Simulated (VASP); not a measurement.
Set up this calculation in VASP 6.6.1, as the native input.

```
Task                   : single point
Functional             : PBE
Potentials or basis    : VASP PAW PBE potentials, release 64 (Ti_sv, O)
Cutoff                 : 520 eV
k mesh                 : 12 × 12 × 12
Occupations            : gaussian, width 0.01 eV
Spin                   : no spin polarisation
Dipole correction      : no
Further INCAR settings : ALGO = Fast; EDIFF = 1e-06; NBANDS = 33
```

The structure of TiO2 (e600) lies in POSCAR:

```
TiO2
1.0
   -1.8994681159      1.8994681159      4.8502315068
    1.8994681159     -1.8994681159      4.8502315068
    1.8994681159      1.8994681159     -4.8502315068
Ti O
2 4
Direct
    0.0000000000      0.0000000000      0.0000000000
    0.7500000000      0.2500000000      0.5000000000
    0.2064654410      0.2064654410      0.0000000000
    0.9564654410      0.4564654410      0.5000000000
    0.5435345590      0.0435345590      0.5000000000
    0.7935345590      0.7935345590      0.0000000000
```

The cell isn't the ideal one: cell and atoms relaxed tightly for response.

The input as run:

INCAR

```
ALGO = Fast
EDIFF = 1E-6
ENCUT = 520
GGA = PE
ISIF = 2
ISMEAR = 0
LASPH = T
LCHARG = F
LREAL = F
LWAVE = F
NBANDS = 33
NELM = 100
PREC = Accurate
SIGMA = 0.01
```

KPOINTS

```
k-points
0
Gamma
  12 12 12
```

Potentials or basis: VASP PAW PBE potentials, release 64 (Ti_sv, O).

Run with:

```sh
$ cat potpaw_PBE.64/Ti_sv/POTCAR potpaw_PBE.64/O/POTCAR > POTCAR
$ mpirun -np 1 vasp_std > vasp.out
```

Results of the run:

The pressure is 0.3 GPa. The largest force is 0.018 eV/Å. The band gap on the k mesh is 2.11 eV, indirect (least direct gap 2.41 eV).

It took 27 min on 1 thread of Intel(R) Xeon(R) Platinum 8488C (Sapphire Rapids), with other jobs on the host, peak memory 0.47 GiB.
